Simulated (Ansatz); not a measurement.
# Re: a single-point run

The task is a single-point run on Re.

Method: Kohn-Sham DFT, with the functional, basis and potentials that each input names, in Ansatz 0.2.0.

1 further run of the same task is left out (it didn't finish).

**1. Starting point**

It takes space group Fm-3m (No. 225, cubic). Conventional cell: a = 3.870 Å, b = 3.870 Å, c = 3.870 Å, α = 90.00°, β = 90.00°, γ = 90.00°. Around Re (site symmetry m-3m) lie 12 Re at 2.74 Å.

Coordinates:

```
Re
1.0
     0.00000    1.93503    1.93503
     1.93503    0.00000    1.93503
     1.93503    1.93503    0.00000
Re
1
Direct
  0.00000 0.00000 0.00000
```

**2. Input and run**

input.yaml reads:

```yaml
crystal:
  lattice:
    - [0.0, 1.9350255327, 1.9350255327]
    - [1.9350255327, 0.0, 1.9350255327]
    - [1.9350255327, 1.9350255327, 0.0]
  atoms:
    - { symbol: Re, position: [0.0, 0.0, 0.0] }
kpoints:
  mp_grid: { grid: [14, 14, 14] }
scf:
  occupations: { method: fermi_dirac, width: 0.05 }
  max_iter: 60
hamiltonian:
  xc: b3-lyp
  pseudopotentials: { kind: all_electron, lapw: { basis_error: 0.00025 } }
output:
  forces: true
  stress: true
  eigenvalues: true
```

Command:

```sh
$ ansatz run input.yaml --threads 1 --pin off --max-ram 2048MiB --backend cpu --events-out ev --progress --plain --runs-dir out
```

Q: Will this input give a usable result? If not, why, and what should change?

Nothing was computed: the input was turned down at the start. It says: «line 14 column 7: hamiltonian.xc: unknown variant `b3-lyp`, expected one of `lda`, `lda-pw`, `pw92`, `pbe`, `pbesol`, `rpbe`, `revpbe`, `blyp`, ...»

Look at the input: hamiltonian.xc is b3-lyp. The functional or method isn't one that the program knows by that name.

What to do: set hamiltonian.xc to pbe. Any name on the list would pass the check; a listed functional of a like name need not be the same functional.
